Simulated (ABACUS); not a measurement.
The system is Cr.

```
Cr
1.0
     1.14705   -2.46703    0.00000
     1.14705    2.46703    0.00000
     0.00000    0.00000    4.06431
Cr
2
Direct
  0.87053 0.12947 0.75000
  0.12947 0.87053 0.25000
```

This isn't the form of Cr at room conditions, which is bcc.

A run of ABACUS 3.10.1 on this cell left the log below. Logs are shortened: lines on timing, memory, paths and dates and some standing lists are left out, and cuts for length are marked.

```text
ABACUS v3.10.1

               Atomic-orbital Based Ab-initio Computation at UStc

 ------------------------------------------------------------------------------------

 READING GENERAL INFORMATION
                           global_out_dir = OUT.Cr/
                           global_in_card = INPUT
                               pseudo_dir = ./
                              orbital_dir =
                                    DSIZE = 4
                                    GSIZE = 1

 READING UNITCELL INFORMATION
                                    ntype = 1
                  lattice constant (Bohr) = 1.88973
              lattice constant (Angstrom) = 1

 READING ATOM TYPE 1
                               atom label = Cr
                      L=0, number of zeta = 1
                      L=1, number of zeta = 1
                      L=2, number of zeta = 1
             number of atom for this type = 2
               magnetization of element 1 = 3

                        TOTAL ATOM NUMBER = 2
DIRECT COORDINATES
    atom                   x                   y                   z     mag                  vx                  vy                  vz
taud_Cr1            0.8705325800        0.1294674200        0.7500000000  3.0000        0.0000000000        0.0000000000        0.0000000000
taud_Cr2            0.1294674200        0.8705325800        0.2500000000  3.0000        0.0000000000        0.0000000000        0.0000000000

                          Volume (Bohr^3) = 155.228
                             Volume (A^3) = 23.0024

 Lattice vectors: (Cartesian coordinate: in unit of a_0)
             +1.14705            -2.46703                  +0
             +1.14705            +2.46703                  +0
                   +0                  +0            +4.06431
 Reciprocal vectors: (Cartesian coordinate: in unit of 2 pi/a_0)
            +0.435901           -0.202673                  +0
[... 208 lines left out ...]

                                     npwx = 626

 -------------------------------------------
 SELF-CONSISTENT
 -------------------------------------------
                                 init_chg = atomic

 PW ALGORITHM --------------- ION=   1  ELEC=   1--------------------------------
          total magnetism (Bohr mag/cell) = 2.64037
       absolute magnetism (Bohr mag/cell) = 2.64065
                        nelec for spin up = 15.3202
                      nelec for spin down = 12.6798
[... 145 lines left out ...]
 Density error is 2.18700671895e-09
                          Error Threshold = 9.70205150605e-11
----------------------------------------------------------
     Energy           Rydberg                 eV
----------------------------------------------------------
 E_KohnSham     -335.0672009788      -4558.8231462223
 E_KS(sigma->0) -335.0663239557      -4558.8112137117
 E_Harris       -335.0675197544      -4558.8274833871
 E_band         -19.0953315157       -259.8053138118
 E_one_elec     -95.0969869650       -1293.8608853556
 E_Hartree      62.9002163695        855.8013480578
 E_xc           -38.1966819465       -519.6925191665
 E_Ewald        -264.6719943907      -3601.0472247369
 E_entropy(-TS) -0.0017540461        -0.0238650211
 E_descf        0.0000000000         0.0000000000
 E_exx          0.0000000000         0.0000000000
 E_Fermi        1.4972881684         20.3716506380
----------------------------------------------------------

 charge density convergence is achieved
 final etot is -4558.8231462 eV
 EFERMI = 20.371650638 eV
The vacuum level is 18.184192791 eV

 STATE ENERGY(eV) AND OCCUPATIONS    NSPIN == 2
SPIN UP :
 1/75 kpoint (Cartesian) = 0.0000 0.0000 0.0000 (593 pws)
       1       -51.4473     0.00246914
       2       -51.2348     0.00246914
       3       -23.1022     0.00246914
       4       -22.5531     0.00246914
       5       -22.3031     0.00246914
       6       -22.1367     0.00246914
[... 128 lines left out ...]
      20        26.0902    1.05406e-52
      21        30.2987    2.94035e-89

[... levels at 144 further k points ...]

------------------------------------------------------------------------------------------
 TOTAL-FORCE (eV/Angstrom)
------------------------------------------------------------------------------------------
                       Cr1         0.0000000000         0.1941562914         0.0000000000
                       Cr2         0.0000000000        -0.1941562914         0.0000000000
------------------------------------------------------------------------------------------

----------------------------------------------------------------
 TOTAL-STRESS (KBAR)
----------------------------------------------------------------
        76.4587088124        -0.0000000000         0.0000000000
        -0.0000000000        57.7679272836         0.0000000000
         0.0000000000         0.0000000000       126.9699216394
----------------------------------------------------------------
 TOTAL-PRESSURE: 87.065519 KBAR

 --------------------------------------------
 !FINAL_ETOT_IS -4558.8231462222856862 eV
 --------------------------------------------
```

**Question.** Write the input and the command behind it.

**Answer.** Single point with PBE, collinear spin, ferromagnetic start. The files as run (others can give the same):

run_abacus.py
```python
"""ABACUS run from a structure file: ASE reads it, the script writes STRU, KPT and INPUT."""
import re
import subprocess
from ase.io import read
from ase.units import Bohr

atoms = read("Cr.xyz")
atoms = atoms[(-atoms.numbers).argsort(kind="stable")]  # ABACUS lists atoms element by element
pseudo = {'Cr': 'Cr_ONCV_PBE-1.2.upf'}
orbital = {}
magmoms = [3.0, 3.0]
kmesh = [9, 9, 5]
params = {
    'suffix': 'Cr',
    'calculation': 'scf',
    'basis_type': 'pw',
    'pseudo_dir': './',
    'symmetry': 1,
    'dft_functional': 'pbe',
    'ecutwfc': 95,
    'pseudo_rcut': 7,
    'nspin': 2,
    'nbands': 21,
    'ks_solver': 'dav',
    'smearing_method': 'fd',
    'smearing_sigma': 0.00367493,
    'scf_thr': 1e-08,
    'scf_nmax': 100,
    'mixing_type': 'broyden',
    'mixing_beta': 0.4,
    'cal_force': 1,
    'cal_stress': 1,
    'out_chg': 1,
    'out_pot': 2,
    'out_elf': 1,
}

symbols = atoms.get_chemical_symbols()
elements = list(dict.fromkeys(symbols))
lines = ["ATOMIC_SPECIES"] + [f"{e} {atoms.get_masses()[symbols.index(e)]:.4f} {pseudo[e]}" for e in elements]
if orbital:
    lines += ["", "NUMERICAL_ORBITAL"] + [orbital[e] for e in elements]
lines += ["", "LATTICE_CONSTANT", f"{1 / Bohr:.10f}", "", "LATTICE_VECTORS"]
lines += [" ".join(f"{x:.10f}" for x in v) for v in atoms.cell]
lines += ["", "ATOMIC_POSITIONS", "Direct"]
for e in elements:
    lines += ["", e, "0.0", str(symbols.count(e))]
    for i, p in enumerate(atoms.get_scaled_positions(wrap=False)):
        if symbols[i] == e:
            mag = "" if magmoms is None else " mag " + " ".join(str(x) for x in (magmoms[i] if isinstance(magmoms[i], list) else [magmoms[i]]))
            lines.append(" ".join(f"{x:.10f}" for x in p) + " 1 1 1" + mag)
open("STRU", "w").write("\n".join(lines) + "\n")
open("KPT", "w").write("K_POINTS\n0\nGamma\n%d %d %d 0 0 0\n" % tuple(kmesh))
open("INPUT", "w").write("INPUT_PARAMETERS\n" + "".join(f"{k:<20s}{v}\n" for k, v in params.items()))

done = subprocess.run(['mpirun', '-np', '4', 'abacus'])
if done.returncode:
    raise SystemExit(done.returncode)
log = open("OUT.Cr/running_scf.log").read()
print("final energy (eV):", re.findall(r"FINAL_ETOT_IS (\S+)", log))
```

Cr.xyz
```xyz
2
Lattice="1.1470505050 -2.4670251200 0.0000000000 1.1470505050 2.4670251200 0.0000000000 0.0000000000 0.0000000000 4.0643107400" Properties=species:S:1:pos:R:3 pbc="T T T"
Cr     1.1470505050     -1.8282263653      3.0482330550
Cr     1.1470505050      1.8282263653      1.0160776850
```

Potentials or basis: SG15 ONCV 1.2 PBE, plane waves.
Command:
```sh
$ OMP_NUM_THREADS=1 python run_abacus.py > log
```

Caveat: the starting moments collapsed, and a magnetic state may lie lower.
